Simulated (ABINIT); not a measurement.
# InSe (P6_3/mmc) in ABINIT: reference runs

Reference runs on InSe: the cell as given and a disturbed copy.

Program: ABINIT 10.8.3 (patched build). These are calculated values, not measurements. Logs are shortened: lines on timing, memory, paths and dates and some standing lists are left out, and cuts for length are marked. The log counts tension as positive stress, the text compression.

## 1. The crystal as given

Symmetry: P6_3/mmc, No. 194, hexagonal system. The conventional cell has a = 4.050 Å, b = 4.050 Å, c = 16.930 Å, α = 90.00°, β = 90.00°, γ = 120.00°. In (site symmetry 3m) has 3 Se at 2.52 Å as nearest neighbours. Around Se (site symmetry 3m) lie 3 In at 2.52 Å.

## 2. Single point, PBE

The input, run.abi:

```
pp_dirpath "./"
pseudos "In.GGA_PBE-JTH.xml, Se.GGA_PBE-JTH.xml"

structure "poscar:POSCAR"
natom 8

ecut 22.0
pawecutdg 44.0
pawxcdev 0

kptopt 1
ngkpt 8 8 2
nshiftk 1
shiftk 0.0 0.0 0.0

ixc 11

nband 46
occopt 3
tsmear 0.05 eV

nstep 100
tolvrs 1.0e-9

iomode 3
prtwf 0
prtden 0
prteig 0
prtebands 0
enunit 1
```

The input, POSCAR:

```
InSe
1.0
    4.0500000000      0.0000000000      0.0000000000
   -2.0250000000      3.5074028853      0.0000000000
    0.0000000000      0.0000000000     16.9300000000
In Se
4 4
Direct
    0.6666666667      0.3333333333      0.8430000000  In
    0.3333333333      0.6666666667      0.3430000000  In
    0.6666666667      0.3333333333      0.6570000000  In
    0.3333333333      0.6666666667      0.1570000000  In
    0.6666666667      0.3333333333      0.3980000000  Se
    0.3333333333      0.6666666667      0.8980000000  Se
    0.6666666667      0.3333333333      0.1020000000  Se
    0.3333333333      0.6666666667      0.6020000000  Se
```

Potentials or basis: JTH PAW PBE v2.0.

Command:

```bash
> mpirun --bind-to none -np 4 abinit run.abi > log 2>&1
```

run.abo:

```text
.Version 10.8.3 of ABINIT
 Symmetries : space group P6_3/m m c (#194); Bravais hP (primitive hexag.)
================================================================================
 Values of the parameters that define the memory need of the present run
     intxc =       0    ionmov =       0      iscf =      17    lmnmax =      18
     lnmax =       6     mgfft =     144  mpssoang =       3    mqgrid =    9554
     natom =       8  nloc_mem =       2    nspden =       1   nspinor =       1
    nsppol =       1      nsym =      24    n1xccc =       1    ntypat =       2
    occopt =       3   xclevel =       2
       mpw =        8032          nfft =      186624          nkpt =          20
Pmy_natom=         2
 PAW method is used; the additional fine FFT grid is defined by:
   mgfftf=       192    nfftf =    442368
================================================================================
================================================================================

--------------------------------------------------------------------------------
------------- Echo of variables that govern the present computation ------------
--------------------------------------------------------------------------------
 -outvars: echo values of preprocessed input variables --------
            acell      1.0000000000E+00  1.0000000000E+00  1.0000000000E+00 Bohr
              amu      1.14820000E+02  7.89600000E+01
             ecut      2.20000000E+01 Hartree
           enunit           1
              ixc          11
         kptrlatt        8    0    0      0    8    0      0    0    2
          kptrlen      6.12271265E+01
            natom           8
            nband          46
            ngfft          36      36     144
          ngfftdg          48      48     192
             nkpt          20
            nstep         100
             nsym          24
           ntypat           2
           occopt           3
        pawecutdg      4.40000000E+01 Hartree
         pawxcdev           0
           prtden           0
        prtebands           0
           prteig           0
            prtwf           0
            rprim      7.6533908099E+00  0.0000000000E+00  0.0000000000E+00
                      -3.8266954050E+00  6.6280308664E+00  0.0000000000E+00
                       0.0000000000E+00  0.0000000000E+00  3.1993063312E+01
          spgroup         194
           tolvrs      1.00000000E-09
           tsmear      1.83746611E-03 Hartree
            typat      1  1  1  1  2  2  2  2
           useylm           1
           xangst      2.0250000000E+00  1.1691342951E+00  1.4271990000E+01
                      -1.2272883682E-16  2.3382685902E+00  5.8069900000E+00
                       2.0250000000E+00  1.1691342951E+00  1.1123010000E+01
                      -1.2272883682E-16  2.3382685902E+00  2.6580100000E+00
                       2.0250000000E+00  1.1691342951E+00  6.7381400000E+00
                      -1.2272883682E-16  2.3382685902E+00  1.5203140000E+01
                       2.0250000000E+00  1.1691342951E+00  1.7268600000E+00
                      -1.2272883682E-16  2.3382685902E+00  1.0191860000E+01
            xcart      3.8266954050E+00  2.2093436221E+00  2.6970152372E+01
                      -2.3192388934E-16  4.4186872443E+00  1.0973620716E+01
                       3.8266954050E+00  2.2093436221E+00  2.1019442596E+01
                      -2.3192388934E-16  4.4186872443E+00  5.0229109399E+00
                       3.8266954050E+00  2.2093436221E+00  1.2733239198E+01
                      -2.3192388934E-16  4.4186872443E+00  2.8729770854E+01
                       3.8266954050E+00  2.2093436221E+00  3.2632924578E+00
                      -2.3192388934E-16  4.4186872443E+00  1.9259824114E+01
             xred      6.6666666667E-01  3.3333333333E-01  8.4300000000E-01
                       3.3333333333E-01  6.6666666667E-01  3.4300000000E-01
                       6.6666666667E-01  3.3333333333E-01  6.5700000000E-01
                       3.3333333333E-01  6.6666666667E-01  1.5700000000E-01
                       6.6666666667E-01  3.3333333333E-01  3.9800000000E-01
                       3.3333333333E-01  6.6666666667E-01  8.9800000000E-01
                       6.6666666667E-01  3.3333333333E-01  1.0200000000E-01
                       3.3333333333E-01  6.6666666667E-01  6.0200000000E-01
            znucl       49.00000   34.00000

================================================================================

 chkinp: Checking input parameters for consistency.

================================================================================
== DATASET  1 ==================================================================

--- !DatasetInfo
iteration_state: {dtset: 1, }
dimensions: {natom: 8, nkpt: 20, mband: 46, nsppol: 1, nspinor: 1, nspden: 1, mpw: 8032, }
cutoff_energies: {ecut:  22.0, pawecutdg:  44.0, }
electrons: {nelect:   7.60000000E+01, charge:   0.00000000E+00, occopt:   3.00000000E+00, tsmear:   1.83746611E-03, }
meta: {optdriver: 0, ionmov: 0, optcell: 0, iscf: 17, paral_kgb: 0, }
...

 Exchange-correlation functional for the present dataset will be:
  GGA: Perdew-Burke-Ernzerhof functional - ixc=11
  J.P.Perdew, K.Burke, M.Ernzerhof, PRL 77, 3865 (1996)

 Real(R)+Recip(G) space primitive vectors, cartesian coordinates (Bohr,Bohr^-1):
 R(1)=  7.6533908  0.0000000  0.0000000  G(1)=  0.1306610  0.0754372  0.0000000
 R(2)= -3.8266954  6.6280309  0.0000000  G(2)=  0.0000000  0.1508744  0.0000000
 R(3)=  0.0000000  0.0000000 31.9930633  G(3)=  0.0000000  0.0000000  0.0312568
 Unit cell volume ucvol=  1.6229093E+03 bohr^3
[... 118 lines left out ...]

 Mean square residual over all n,k,spin=   32.054E-08; max=  14.952E-05
 reduced coordinates (array xred) for    8 atoms
       0.666666666667      0.333333333333      0.843000000000
       0.333333333333      0.666666666667      0.343000000000
       0.666666666667      0.333333333333      0.657000000000
       0.333333333333      0.666666666667      0.157000000000
       0.666666666667      0.333333333333      0.398000000000
       0.333333333333      0.666666666667      0.898000000000
       0.666666666667      0.333333333333      0.102000000000
       0.333333333333      0.666666666667      0.602000000000
 rms dE/dt=  8.9362E-01; max dE/dt=  1.7913E+00; dE/dt below (all hartree)
    1       0.000000000000      0.000000000000      1.791272582748
    2       0.000000000000      0.000000000000      1.791272582748
    3      -0.000000000000      0.000000000000     -1.791272582748
    4      -0.000000000000      0.000000000000     -1.791272582748
    5       0.000000000000      0.000000000000     -1.258054201858
    6       0.000000000000      0.000000000000     -1.258054201858
    7      -0.000000000000     -0.000000000000      1.258054201858
    8       0.000000000000     -0.000000000000      1.258054201858

 cartesian coordinates (angstrom) at end:
    1      2.02500000000000     1.16913429510000    14.27199000000000
    2     -0.00000000000000     2.33826859020000     5.80699000000000
    3      2.02500000000000     1.16913429510000    11.12301000000000
    4     -0.00000000000000     2.33826859020000     2.65801000000000
    5      2.02500000000000     1.16913429510000     6.73814000000000
    6     -0.00000000000000     2.33826859020000    15.20313999999999
    7      2.02500000000000     1.16913429510000     1.72686000000000
    8     -0.00000000000000     2.33826859020000    10.19186000000000

 cartesian forces (hartree/bohr) at end:
    1     -0.00000000000000    -0.00000000000000    -0.05598940511888
    2     -0.00000000000000     0.00000000000000    -0.05598940511888
    3      0.00000000000000    -0.00000000000000     0.05598940511888
    4      0.00000000000000     0.00000000000000     0.05598940511888
    5     -0.00000000000000    -0.00000000000000     0.03932271785307
    6     -0.00000000000000    -0.00000000000000     0.03932271785307
    7      0.00000000000000     0.00000000000000    -0.03932271785307
    8     -0.00000000000000     0.00000000000000    -0.03932271785307
 frms,max,avg= 2.7931731E-02 5.5989405E-02   0.000E+00  0.000E+00  0.000E+00 h/b

 cartesian forces (eV/Angstrom) at end:
    1     -0.00000000000000    -0.00000000000000    -2.87909096993499
    2     -0.00000000000000     0.00000000000000    -2.87909096993499
    3      0.00000000000000    -0.00000000000000     2.87909096993499
    4      0.00000000000000     0.00000000000000     2.87909096993499
    5     -0.00000000000000    -0.00000000000000     2.02205545216418
    6     -0.00000000000000    -0.00000000000000     2.02205545216418
    7      0.00000000000000     0.00000000000000    -2.02205545216418
    8     -0.00000000000000     0.00000000000000    -2.02205545216418
 frms,max,avg= 1.4363074E+00 2.8790910E+00   0.000E+00  0.000E+00  0.000E+00 e/A
 length scales=  1.000000000000  1.000000000000  1.000000000000 bohr
              =  0.529177210544  0.529177210544  0.529177210544 angstroms
 Fermi (or HOMO) energy (eV) =   2.51362   Average Vxc (eV)=  -8.80375
 Eigenvalues (   eV  ) for nkpt=  20  k points:
 kpt#   1, nband= 46, wtk=  0.00781, kpt=  0.0000  0.0000  0.0000 (reduced coord)
 -12.85665  -12.84532  -12.75769  -12.74003  -12.66143  -12.66143  -12.66110  -12.66110
 -12.64210  -12.64210  -12.64183  -12.64183  -12.46309  -12.46309  -12.46297  -12.46297
 -12.39269  -12.39269  -12.39251  -12.39251  -11.69031  -11.56084  -11.51350  -11.38199
  -3.33840   -2.99291   -1.86014   -1.15593    0.10807    0.10807    0.16756    0.16756
   0.20668    0.20668    0.26777    0.26777    1.07335    2.05557    2.36398    2.83283
   3.64969    4.00450    6.20900    6.20948    6.35699    6.35707
 prteigrs : prtvol=0 or 1, do not print more k-points.

--- !EnergyTerms
iteration_state     : {dtset: 1, }
comment             : Components of total free energy in Hartree
kinetic             :  6.98288534320420E+01
hartree             :  1.10810838883683E+02
xc                  : -5.56202133042845E+01
Ewald energy        : -1.71681280914496E+02
psp_core            :  1.06475049370576E+01
local_psp           : -2.92682150198787E+02
PAW spherical_terms :  5.81437860328656E+01
internal            : -2.70552661131920E+02
'-kT*entropy'       : -9.26738551922909E-05
total_energy        : -2.70552753805775E+02
total_energy_eV     : -7.36211548372275E+03
...

--- !EnergyTermsDC
iteration_state     : {dtset: 1, }
comment             : '"Double-counting" decomposition of free energy'
band_energy         : -2.30710979653189E+01
Ewald energy        : -1.71681280914496E+02
psp_core            :  1.06475049370576E+01
xc_dc               : -1.33061012405401E+02
PAW spherical_terms :  4.66132214472190E+01
internal            : -2.70552664900939E+02
'-kT*entropy'       : -9.26738551922909E-05
total_energy_dc     : -2.70552757574794E+02
total_energy_dc_eV  : -7.36211558628299E+03
...

--- !EnergyTermsWithPAWCore
iteration_state     : {dtset: 1, }
comment             : 'Components of total free energy, including PAW core contributions'
Total energy        : -3.32473403633097E+04
Total energy DC     : -3.32473403670787E+04
Total energy (eV)   : -9.04706220277615E+05
Total energy DC (eV): -9.04706220380175E+05
...

 Cartesian components of stress tensor (hartree/bohr^3)
  sigma(1 1)= -3.54976386E-04  sigma(3 2)=  0.00000000E+00
  sigma(2 2)= -3.54976386E-04  sigma(3 1)=  0.00000000E+00
  sigma(3 3)= -6.31842784E-05  sigma(2 1)=  0.00000000E+00

-Cartesian components of stress tensor (GPa)         [Pressure=  7.5822E+00 GPa]
- sigma(1 1)= -1.04437659E+01  sigma(3 2)=  0.00000000E+00
- sigma(2 2)= -1.04437658E+01  sigma(3 1)=  0.00000000E+00
- sigma(3 3)= -1.85894565E+00  sigma(2 1)=  0.00000000E+00

== END DATASET(S) ==============================================================
================================================================================

 -outvars: echo values of variables after computation  --------
            acell      1.0000000000E+00  1.0000000000E+00  1.0000000000E+00 Bohr
           etotal     -2.7055275757E+02
            fcart     -1.4952512530E-28 -1.1679720829E-28 -5.5989405119E-02
                      -8.7955956060E-30  4.5703255418E-29 -5.5989405119E-02
                       6.1569169242E-29 -7.6172092363E-29  5.5989405119E-02
                       6.1569169242E-29  5.0781394909E-30  5.5989405119E-02
                      -4.3977978030E-29 -1.5234418473E-29  3.9322717853E-02
                      -1.1434274288E-28 -1.3710976625E-28  3.9322717853E-02
                       2.7266346379E-28  2.4882883505E-28 -3.9322717853E-02
                      -7.9160360454E-29  4.5703255418E-29 -3.9322717853E-02
            rprim      7.6533908099E+00  0.0000000000E+00  0.0000000000E+00
                      -3.8266954050E+00  6.6280308664E+00  0.0000000000E+00
                       0.0000000000E+00  0.0000000000E+00  3.1993063312E+01
           strten     -3.5497638615E-04 -3.5497638605E-04 -6.3184278447E-05
                       0.0000000000E+00  0.0000000000E+00  0.0000000000E+00
           xangst      2.0250000000E+00  1.1691342951E+00  1.4271990000E+01
                      -1.2272883682E-16  2.3382685902E+00  5.8069900000E+00
                       2.0250000000E+00  1.1691342951E+00  1.1123010000E+01
                      -1.2272883682E-16  2.3382685902E+00  2.6580100000E+00
                       2.0250000000E+00  1.1691342951E+00  6.7381400000E+00
                      -1.2272883682E-16  2.3382685902E+00  1.5203140000E+01
                       2.0250000000E+00  1.1691342951E+00  1.7268600000E+00
                      -1.2272883682E-16  2.3382685902E+00  1.0191860000E+01
             xred      6.6666666667E-01  3.3333333333E-01  8.4300000000E-01
                       3.3333333333E-01  6.6666666667E-01  3.4300000000E-01
                       6.6666666667E-01  3.3333333333E-01  6.5700000000E-01
                       3.3333333333E-01  6.6666666667E-01  1.5700000000E-01
                       6.6666666667E-01  3.3333333333E-01  3.9800000000E-01
                       3.3333333333E-01  6.6666666667E-01  8.9800000000E-01
                       6.6666666667E-01  3.3333333333E-01  1.0200000000E-01
                       3.3333333333E-01  6.6666666667E-01  6.0200000000E-01
 Calculation completed.
```

Run time: 2.2 min. Hardware: 4 MPI ranks of Arm Neoverse V1, shared host; peak memory 1 GiB.

What came out:

```
Free energy                                           : -7362.1156 eV
Pressure                                              : 7.6 GPa
Largest force                                         : 2.879 eV/Å
Band gap on the k mesh                                : none (metal or under the smearing width)
Valence electrons inside the program's atomic spheres : In 11.24; Se 4.03
```

Forces on the atoms (eV/Å):
```
In   0.000  0.000 -2.879
In   0.000  0.000 -2.879
In   0.000  0.000  2.879
In   0.000  0.000  2.879
Se   0.000  0.000  2.022
Se   0.000  0.000  2.022
Se   0.000  0.000 -2.022
Se   0.000  0.000 -2.022
```

Caveat: this functional lacks dispersion, which binds the layers, so the pressure and a relaxed spacing across them are unreliable; forces of over 1 eV/Å show positions far from the minimum, so gaps and moduli don't describe the material at rest.

[end of part 1 of 2]
